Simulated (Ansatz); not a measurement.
## Cu3N: stiffness from a series of strains

```
CELL_PARAMETERS angstrom
3.81400 0.00000 0.00000
0.00000 3.81400 0.00000
0.00000 0.00000 3.81400
ATOMIC_POSITIONS crystal
Cu 0.50000 0.00000 0.00000
Cu 0.00000 0.50000 0.00000
Cu 0.00000 0.00000 0.50000
N 0.00000 0.00000 0.00000
```

Atoms are numbered in the order listed.

The geometry is COD entry 1536894, unchecked; take it as a test cell.

All numbers below come from DFT, PBEsol, all-electron LAPW, scalar-relativistic (Ansatz 0.2.0).

Settings: a Γ-centred 10×10×10 k mesh, Fermi–Dirac smearing of 0.08 eV, basis error target 1 meV/atom, no spin polarisation.

The strain is applied along the Cartesian axes of the cell as listed (the other components stay zero). Fractional coordinates are held (clamped ions).

σ is the change of stress from the unstrained cell, which is at -4.83 GPa; tension is positive, so slopes are stress–strain coefficients at that pressure.

Only quantities that a quadratic follows smoothly over the whole series are listed; rougher ones are left out.

| εxx = εyy | σzz (GPa) | σxx (GPa) |
| --- | --- | --- |
| -0.0200 | -2.13 | -6.51 |
| 0.0000 | 0.00 | 0.00 |
| 0.0100 | 0.95 | 2.65 |
| 0.0200 | 1.84 | 4.94 |

**Question.** Fit the series and read off the stiffness at zero strain.

**Answer.** Least-squares fits y = p0 + p1 x + p2 x² to the rows give σzz (GPa): p1 = 99.2, p2 = -360; σxx (GPa): p1 = 286, p2 = -1900. So 2 C12 = 99 GPa and C11 + C12 = 286 GPa.

**Question.** One run, at εxx = εyy = -0.0100, is withheld. Predict its row.

**Answer.** The fits give -1.03, -3.06; the run gave -1.03, -3.04.
